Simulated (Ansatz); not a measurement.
MgTe built on the wurtzite prototype: a single-point calculation in Ansatz (r2SCAN). The cell was relaxed with r2SCAN and then strained (isotropic +2.0 % on every length), with the atoms relaxed again with r2SCAN; k points keep the names of the unstrained zone.

Input (YAML):
```yaml
crystal:
  lattice:
    - [4.6691883279, 0.0, 0.0]
    - [-2.3345941639, 4.043635707, 0.0]
    - [0.0, 0.0, 7.6041911399]
  atoms:
    - { symbol: Mg, position: [0.3333333333, 0.6666666667, -0.0006080485] }
    - { symbol: Mg, position: [0.6666666667, 0.3333333333, 0.4993919515] }
    - { symbol: Te, position: [0.3333333333, 0.6666666667, 0.3756080485] }
    - { symbol: Te, position: [0.6666666667, 0.3333333333, 0.8756080485] }
kpoints:
  mp_grid: { grid: [6, 6, 4] }
  band_path:
    path:
      - [0.0, 0.0, 0.0]
      - [0.5, 0.0, 0.0]
      - [0.3333333333, 0.3333333333, 0.0]
      - [0.0, 0.0, 0.5]
      - [0.5, 0.0, 0.5]
      - [0.3333333333, 0.3333333333, 0.5]
      - [-0.010417, 0.005208, 0.0]
    npoints: 1
hamiltonian:
  xc: r2scan
scf:
  occupations: { method: fixed }
  n_extra_bands: 5
output:
  forces: true
  stress: true
  eigenvalues: true
```

Command: `ansatz run input.yaml --threads 4 --pin off --max-ram 4608MiB --backend cpu --events-out ev --progress --plain --runs-dir out`. It took 11 s on 4 threads of Intel(R) Xeon(R) Processor @ 2.50GHz (Skylake/Cascade Lake), on a shared host, load about 0.9 per core; peak host memory 0.72 GiB.

**Question.** Predict the output.

**Answer.** The output, standing remarks left out:
```
scf.n_extra_bands = 5 over 26 filled bands (N_el = 52.0): the run solves 31 bands
Functional definition: r2SCAN
Crystal: 4 atoms, lattice volume = 143.571 Å³
Basis set: ecut = 500 eV, 3669 PW (Γ)
Symmetry: 12 space group operations
Space group: P63mc (ITA 186)
k-points: 21 of 144 (time reversal used)
SCF converged after 6 iterations
Free energy (F): -17846.649262 eV
Fermi energy:    3.503835 eV
--- Forces (eV/Å), atoms counted from 1 ---
  atom   1  Mg      0.00000      0.00000    -0.00110
  atom   2  Mg      0.00000      0.00000    -0.00110
  atom   3  Te      0.00000      0.00000      0.00112
  atom   4  Te      0.00000      0.00000      0.00112
--- Stress (GPa, compression-positive) ---
       -1.975559       0.000000       0.000000
        0.000000      -1.975559       0.000000
        0.000000       0.000000      -1.970828
  P = ⅓ Tr σ = -1.9740 GPa (-19.740 kbar)
--- Band table (eV; the first three rows and the last of 21) ---
  k-point 0: bands = […, 0.4751, 3.0537, 3.0537, 3.5013, 3.5013, 3.5038, 6.3797, 6.9598, 9.2511, 9.2511, …]
  k-point 1: bands = […, 0.7967, 2.7967, 3.1139, 3.1139, 3.4298, 3.4298, 7.0248, 7.1048, 9.2861, 9.2861, …]
  k-point 2: bands = […, 1.6601, 1.6601, 3.2663, 3.2663, 3.2663, 3.2663, 7.3922, 7.3922, 9.5067, 9.5067, …]
  k-point 20: bands = […, 0.7639, 0.7639, 1.7280, 1.7280, 2.9233, 2.9233, 7.8683, 7.8683, 9.0279, 9.0279, …]
```
The trailing digits, and the zero of the energies, depend on the potentials and thresholds.

The rows of the band table are 0: (0, 0, 0) = Γ, 1: (0, 0, 1/4), 2: (0, 0, -1/2) = A, 20: (1/3, 1/3, -1/2) = H.

Levels at the listed points, from bands.tsv (eV from the Fermi energy, bands near the gap, counted from 0):
```tsv
# k_distance	band_21	band_22	band_23	band_24	band_25	band_26	band_27	band_28	band_29
# fermi_ev = 3.503835
# [0, 0, 0] at k_distance = 0.000000
# [0.5, 0, 0] at k_distance = 0.776923
# [0.3333333333, 0.3333333333, 0] at k_distance = 1.225479
# [0, 0, 0.5] at k_distance = 2.213152
# [0.5, 0, 0.5] at k_distance = 2.990074
# [0.3333333333, 0.3333333333, 0.5] at k_distance = 3.438631
# [-0.010417, 0.005208, 0] at k_distance = 4.432748
# levels_relative_to = fermi_ev
0.000	-0.450	-0.450	-0.003	-0.003	0.000	2.876	3.456	5.747	5.747
0.777	-2.426	-1.807	-1.134	-0.897	-0.410	3.647	4.324	4.632	5.967
1.225	-2.368	-2.170	-1.285	-1.285	-1.255	3.995	6.014	6.014	6.489
2.213	-1.844	-0.238	-0.238	-0.238	-0.238	3.888	3.888	6.003	6.003
2.990	-2.943	-0.821	-0.821	-0.809	-0.809	3.671	3.671	4.755	4.755
3.439	-2.740	-1.776	-1.776	-0.581	-0.581	4.364	4.364	5.524	5.524
4.433	-0.453	-0.451	-0.007	-0.003	0.000	2.880	3.459	5.745	5.749
```
In order the rows are Γ, M, K, A, L, H, Γ–K (0.02).

r2SCAN gives an indirect gap of 2.876 eV, from Γ–K (0.02 of the way from Γ) to Γ; the least direct gap is 2.876 eV at Γ. Least and direct gap differ so little that the kind isn't settled. Edges are sought over the mesh and the listed points. The mean pressure is -1.97 GPa (compression positive), so r2SCAN would shrink the cell's volume.

(Simulation; spin polarisation is off.)

No spin-orbit coupling is included; it can move band edges with weight on the heavy atoms by tenths of an eV.
